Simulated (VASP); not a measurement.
# BeSe (F-43m) in VASP: further runs

One crystal, BeSe, is run at these levels: LDA; tasks: single point, relaxation of cell and atoms.

Everything below comes from runs of VASP 6.6.1. Logs are shortened: lines on timing, memory, paths and dates and some standing lists are left out, and cuts for length are marked.

## Step 1: Starting point

It takes space group F-43m (No. 216, cubic). Conventional cell: a = 5.081 Å, b = 5.081 Å, c = 5.081 Å, α = 90.00°, β = 90.00°, γ = 90.00°. Be (site symmetry -43m) has 4 Se at 2.20 Å as nearest neighbours. Se (site symmetry -43m) is surrounded by 4 Be at 2.20 Å.

## Step 2: Single point, LDA

Contents of INCAR:

```
  ALGO = Normal
  EDIFF = 1E-6
  ENCUT = 520
  ISIF = 2
  ISMEAR = 0
  LASPH = T
  LCHARG = F
  LREAL = F
  LWAVE = F
  NBANDS = 11
  NELM = 80
  PREC = Accurate
  SIGMA = 0.02
```

Contents of KPOINTS:

```
k-points
0
Gamma
  10 10 10
```

Contents of POSCAR:

```
BeSe
1.0
    0.0000000000      2.5407323103      2.5407323103
    2.5407323103      0.0000000000      2.5407323103
    2.5407323103      2.5407323103      0.0000000000
Be Se
1 1
Direct
    0.0000000000      0.0000000000      0.0000000000
    0.2500000000      0.2500000000      0.2500000000
```

Potentials or basis: VASP PAW LDA potentials, release 64 (Be, Se).

Command:

```bash
> cat potpaw_LDA.64/Be/POTCAR potpaw_LDA.64/Se/POTCAR > POTCAR
> mpirun -np 1 vasp_std > vasp.out
```

OUTCAR:

```text
EDIFF = 1E-6
   ENCUT = 520
   ISIF = 2
   ISMEAR = 0
   LASPH = T
   LREAL = F
   NELM = 80
   PREC = Accurate

 ion  position               nearest neighbor table
   1  0.000  0.000  0.000-   2 2.20   2 2.20   2 2.20   2 2.20
   2  0.250  0.250  0.250-   1 2.20   1 2.20   1 2.20   1 2.20

  LATTYP: Found a face centered cubic cell.
 ALAT       =     5.0814646206

  Lattice vectors:

 A1 = (   0.0000000000,   2.5407323103,   2.5407323103)
 A2 = (   2.5407323103,   0.0000000000,   2.5407323103)
 A3 = (   2.5407323103,   2.5407323103,   0.0000000000)

Analysis of symmetry for initial positions (statically):
=====================================================================
 Subroutine PRICEL returns:
 Original cell was already a primitive cell.

 Routine SETGRP: Setting up the symmetry group for a
 face centered cubic supercell.

 Subroutine GETGRP returns: Found 24 space group operations
 (whereof 24 operations were pure point group operations)
 out of a pool of 48 trial point group operations.

The static configuration has the point symmetry T_d .

Analysis of symmetry for dynamics (positions and initial velocities):
=====================================================================
 Subroutine PRICEL returns:
 Original cell was already a primitive cell.

 Routine SETGRP: Setting up the symmetry group for a
 face centered cubic supercell.

 Subroutine GETGRP returns: Found 24 space group operations
 (whereof 24 operations were pure point group operations)
 out of a pool of 48 trial point group operations.

The dynamic configuration has the point symmetry T_d .

 Subroutine INISYM returns: Found 24 space group operations
 (whereof 24 operations are pure point group operations),
 and found     1 'primitive' translations

----------------------------------------------------------------------------------------

                                     Primitive cell

  volume of cell :      32.8025

  direct lattice vectors                    reciprocal lattice vectors
     0.000000000  2.540732310  2.540732310    -0.196793656  0.196793656  0.196793656
     2.540732310  0.000000000  2.540732310     0.196793656 -0.196793656  0.196793656
     2.540732310  2.540732310  0.000000000     0.196793656  0.196793656 -0.196793656

  length of vectors
     3.593138092  3.593138092  3.593138092     0.340856611  0.340856611  0.340856611

  position of ions in fractional coordinates (direct lattice)
     0.000000000  0.000000000  0.000000000
     0.250000000  0.250000000  0.250000000

  ion indices of the primitive-cell ions
   primitive index   ion index
                 1           1
                 2           2

----------------------------------------------------------------------------------------

 KPOINTS: k-points

Automatic generation of k-mesh.
 Grid dimensions read from file:
 generate k-points for:   10   10   10

 Generating k-lattice:

  Cartesian coordinates                     Fractional coordinates (reciprocal lattice)
    -0.019679366  0.019679366  0.019679366     0.100000000  0.000000000  0.000000000
     0.019679366 -0.019679366  0.019679366     0.000000000  0.100000000  0.000000000
     0.019679366  0.019679366 -0.019679366     0.000000000  0.000000000  0.100000000

  Length of vectors
     0.034085661  0.034085661  0.034085661

  Shift w.r.t. Gamma in fractional coordinates (k-lattice)
     0.000000000  0.000000000  0.000000000

 Subroutine IBZKPT returns following result:
 ===========================================

 Found     47 irreducible k-points:

 Following reciprocal coordinates:
            Coordinates               Weight
  0.000000  0.000000  0.000000      1.000000
  0.100000  0.000000  0.000000      8.000000
  0.200000  0.000000  0.000000      8.000000
  0.300000  0.000000  0.000000      8.000000
  0.400000  0.000000  0.000000      8.000000
  0.500000  0.000000  0.000000      4.000000
[... 16 lines left out ...]
  0.300000  0.300000  0.000000      6.000000
  0.400000  0.300000  0.000000     24.000000
 [... further k-points ...]
   k-points           NKPTS =     47   k-points in BZ     NKDIM =     47   number of bands    NBANDS=     11
   number of dos      NEDOS =    301   number of ions     NIONS =      2
   total plane-waves  NPLWV =  21952
   dimension x,y,z NGX =    28 NGY =   28 NGZ =   28
   dimension x,y,z NGXF=    56 NGYF=   56 NGZF=   56
   ions per type =               1   1
   NGX,Y,Z   is equivalent  to a cutoff of  12.95, 12.95, 12.95 a.u.
   NGXF,Y,Z  is equivalent  to a cutoff of  25.91, 25.91, 25.91 a.u.
 SYSTEM =  unknown system
   PREC   = accura    normal or accurate (medium, high low for compatibility)
   ISTART =      0    job   : 0-new  1-cont  2-samecut
   ICHARG =      2    charge: 1-file 2-atom 10-const
   ISPIN  =      1    spin polarized calculation?
   LNONCOLLINEAR =      F non collinear calculations
   LSORBIT =      F    spin-orbit coupling
   LASPH  =      T    aspherical Exc in radial PAW
   ENCUT  =  520.0 eV  38.22 Ry    6.18 a.u.   6.68  6.68  6.68*2*pi/ulx,y,z
   NELM   =     80;   NELMIN=  2; NELMDL= -5     # of ELM steps
   EDIFF  = 0.1E-05   stopping-criterion for ELM
   LREAL  =      F    real-space projection
   EDIFFG = 0.1E-04   stopping-criterion for IOM
   NSW    =      0    number of steps for IOM
   IBRION =     -1    ionic relax: 0-MD 1-quasi-New 2-CG
   NFREE  =      0    steps in history (QN), initial steepest desc. (CG)
   ISIF   =      2    stress and relaxation
   ISYM   =      2    0-nonsym 1-usesym 2-fastsym
   POTIM  = 0.5000    time-step for ionic-motion
   TEBEG  =    0.0;   TEEND  =   0.0 temperature during run
   PSTRESS=    0.0 pullay stress
   NELECT =       8.0000    total number of electrons
   NUPDOWN=      -1.0000    fix difference up-down
   EMIN   =  10.00;   EMAX   =-10.00  energy-range for DOS
   EFERMI =   0.00;   METHOD = LEGACY
   ISMEAR =     0;   SIGMA  =   0.02  broadening in eV -4-tet -1-fermi 0-gaus
   EFERMI_NEDOS =   21; number of points for ismear=-14 and -15
   IALGO  =     38    algorithm
   IMIX   =      4    mixing-type and parameters
     AMIX     =   0.40;   BMIX     =  1.00
     AMIX_MAG =   1.60;   BMIX_MAG =  1.00
  volume/ion in A,a.u.               =      16.40       110.68
  Fermi-wavevector in a.u.,A,eV,Ry     =   1.022828  1.932865 14.234102  1.046177
  Thomas-Fermi vector in A             =   2.156528
   LORBIT       =      0    0 simple, 1 ext, 2 COOP (PROOUT), +10 PAW based schemes
   GGA     = CA    functional components
   LHFCALC =     F    Hartree Fock is set to
   AEXX    =    0.0000 exact exchange contribution
   IVDW    =     0    specifies the selected vdW correction
   LEPSILON=     F    determine dielectric tensor
   LRPA    =     F    only Hartree local field effects (RPA)
 non-spin polarized calculation
 Gauss-broadening in eV      SIGMA  =   0.02
  energy-cutoff  :      520.00
  volume of cell :       32.80
 maximum number of plane-waves:       903
   NGX = 13   NGY = 13   NGZ = 13

 number of electron       7.9999999 magnetization

 Free energy of the ion-electron system (eV)
  ---------------------------------------------------
  ext. energy  EPLUGINS =         0.00000000
  ---------------------------------------------------
  free energy    TOTEN  =       -10.01041840 eV

  energy without entropy =      -10.01041840  energy(sigma->0) =      -10.01041840

 E-fermi :   3.7944     XC(G=0):  -9.8131

 val. band max:        3.6787269753   @ k =   0.0000   0.0000   0.0000
 cond. band min:       6.0694526824   @ k =   0.5000   0.5000   0.0000
 fundamental gap:      2.3907257071
 Fermi energy:         3.7944208533

 k-point     1 :       0.0000    0.0000    0.0000
  band No.  band energies     occupation
      1     -10.3768      2.00000
      2       3.6787      2.00000
      3       3.6787      2.00000
      4       3.6787      2.00000
      5       8.1441      0.00000
      6       8.6123      0.00000
      7       8.6123      0.00000
      8       8.6123      0.00000
      9      15.7320      0.00000
     10      16.3390      0.00000
     11      16.3390      0.00000

 k-point     2 :       0.1000    0.0000    0.0000
  band No.  band energies     occupation
      1     -10.2726      2.00000
      2       2.7201      2.00000
      3       3.5274      2.00000
      4       3.5274      2.00000
      5       8.2473      0.00000
      6       8.8598      0.00000
      7       8.8598      0.00000
      8       9.4920      0.00000
      9      15.5388      0.00000
     10      15.5388      0.00000
     11      15.8125      0.00000

 k-point     3 :       0.2000    0.0000    0.0000
  band No.  band energies     occupation
      1      -9.9768      2.00000
      2       0.9826      2.00000
      3       3.1910      2.00000
      4       3.1910      2.00000
      5       8.2102      0.00000
      6       9.3546      0.00000
      7       9.3546      0.00000
      8      11.2852      0.00000
      9      14.9192      0.00000
     10      14.9192      0.00000
     11      15.7442      0.00000

 k-point     4 :       0.3000    0.0000    0.0000
  band No.  band energies     occupation
      1      -9.5499      2.00000
      2      -0.6530      2.00000
      3       2.8537      2.00000
      4       2.8537      2.00000
      5       8.1430      0.00000
      6       9.6341      0.00000
      7       9.6341      0.00000
      8      12.8179      0.00000
      9      15.3161      0.00000
     10      15.3161      0.00000
     11      15.6810      0.00000
[... 239 lines left out ...]
 k-point    22 :      -0.2000    0.2000    0.0000
  band No.  band energies     occupation
      1      -9.4051      2.00000
      2      -0.3270      2.00000
      3       1.1564      2.00000
      4       2.9176      2.00000
      5       9.0104      0.00000
      6       9.9744      0.00000
      7      10.4053      0.00000
      8      11.6003      0.00000
      9      13.7389      0.00000
     10      16.4942      0.00000
     11      17.9327      0.00000

 k-point    23 :       0.3000    0.3000    0.0000
  band No.  band energies     occupation
      1      -9.2729      2.00000
      2      -0.0423      2.00000
      3       1.5670      2.00000
      4       1.5670      2.00000
      5       6.9629      0.00000
      6       8.8497      0.00000
      7      12.6755      0.00000
      8      12.6755      0.00000
      9      14.9760      0.00000
     10      18.2351      0.00000
     11      18.5286      0.00000

 k-point    24 :       0.4000    0.3000    0.0000
  band No.  band energies     occupation
      1      -8.9417      2.00000
      2      -0.7576      2.00000
      3       1.0593      2.00000
      4       1.3374      2.00000
      5       6.9672      0.00000
      6       8.7521      0.00000
      7      13.0293      0.00000
      8      13.2466      0.00000
      9      16.5860      0.00000
     10      18.4464      0.00000
     11      18.9782      0.00000

 [... further k-points ...]
[... 5 lines left out ...]
  --------------------------------------------------------------------------------------
  -------------------------------------------------------------------------------------
  Total        0.0588247      0.0588247      0.0588247     -0.0000000      0.0000000     -0.0000000
  in kB        2.8731862      2.8731862      2.8731862     -0.0000000      0.0000000     -0.0000000
  external PRESSURE =       2.8731862 kB  Pullay stress =       0.0000000 kB

 VOLUME and BASIS-vectors are now :
 -----------------------------------------------------------------------------
  energy-cutoff  :      520.00
  volume of cell :       32.80
      direct lattice vectors                 reciprocal lattice vectors
     0.000000000  2.540732310  2.540732310    -0.196793656  0.196793656  0.196793656
     2.540732310  0.000000000  2.540732310     0.196793656 -0.196793656  0.196793656
     2.540732310  2.540732310  0.000000000     0.196793656  0.196793656 -0.196793656

 POSITION                                       TOTAL-FORCE (eV/Angst)
 -----------------------------------------------------------------------------------
      0.00000      0.00000      0.00000         0.000000      0.000000      0.000000
      1.27037      1.27037      1.27037        -0.000000     -0.000000     -0.000000
 -----------------------------------------------------------------------------------
    total drift:                               -0.000000     -0.000000     -0.000000

  FREE ENERGIE OF THE ION-ELECTRON SYSTEM (eV)
  ---------------------------------------------------
  free  energy   TOTEN  =       -10.0104183957 eV

  energy  without entropy=      -10.0104183957  energy(sigma->0) =      -10.01041840
```

It took 8.4 s on 1 thread of Intel Xeon 6975P-C (Granite Rapids), shared host; peak memory 0.14 GiB.

What came out:

* Free energy: -10.0104 eV
* Pressure: 0.3 GPa
* Band gap on the k mesh: 2.39 eV, indirect (least direct gap 4.47 eV)

A k mesh can miss the band edges.

## Step 3: Relaxation of cell and atoms, LDA

This run uses another cell than the first one, of 16.29 Å³/atom, 0.993 times its volume.

Contents of INCAR:

```
SYSTEM = BeSe
PREC = Accurate
ENCUT = 600
EDIFF = 1E-7
ISMEAR = 0
SIGMA = 0.02
LREAL = .False.
LASPH = .True.
NELM = 60
ALGO = Normal
ISIF = 3
LWAVE = .False.
LCHARG = .False.
GGA = CA
IBRION = 2
NSW = 100
EDIFFG = -0.005
```

Contents of KPOINTS:

```
Automatic mesh
0
Gamma
  10 10 10
  0 0 0
```

Contents of POSCAR:

```
BeSe
1.0
    0.0000000000      2.5350000000      2.5350000000
    2.5350000000      0.0000000000      2.5350000000
    2.5350000000      2.5350000000      0.0000000000
Be Se
1 1
Direct
    0.0000000000      0.0000000000      0.0000000000
    0.2500000000      0.2500000000      0.2500000000
```

Potentials or basis: VASP PAW LDA potentials, release 64 (Be, Se).

Command:

```bash
> cat potpaw_LDA.64/Be/POTCAR potpaw_LDA.64/Se/POTCAR > POTCAR
> mpirun -np 1 vasp_std > vasp.out
```

Wall time 14 s (1 thread of Intel Xeon 6975P-C (Granite Rapids), shared host); peak memory 0.15 GiB.

It converged, with:

```
Free energy                            : -10.0106 eV
Relaxed volume                         : 16.46 Å³/atom
Relaxed cell                           : a = 3.597 Å, b = 3.597 Å, c = 3.597 Å, α = 60.00°, β = 60.00°, γ = 60.00°
Space group after relaxing (to 0.05 Å) : F-43m (No. 216)
Energy gained by relaxing              : 0.5 meV/atom
Ionic steps                            : 3
Pressure after relaxing                : 0.0 GPa
Band gap on the k mesh                 : 2.40 eV, indirect (least direct gap 4.44 eV)
```

Step by step:
```csv
step,energy change (eV),largest force (eV/Å),pressure (GPa),volume (Å³)
1,0.0000,0.0000,0.89,32.58
2,-0.0009,0.0000,-0.23,33.01
3,-0.0009,0.0000,0.01,32.92
```

Final structure:
```
Be Se
1.0
     0.00000    2.54372    2.54372
     2.54372    0.00000    2.54372
     2.54372    2.54372    0.00000
Be Se
1 1
Direct
  0.00000 0.00000 0.00000
  0.25000 0.25000 0.25000
```

Levels at points of the mesh, in eV from the valence-band top:
```tsv
k point	band 1	band 2	band 3	band 4	band 5	band 6	band 7	band 8
(0.00, 0.00, 0.00)	-14.03	0.00	0.00	0.00	4.44	4.93	4.93	4.93
(0.50, 0.00, 0.00)	-12.61	-5.94	-1.13	-1.13	4.38	5.90	5.90	9.87
(0.50, 0.50, 0.00)	-12.12	-5.24	-2.79	-2.79	2.40	4.13	11.84	11.84
```
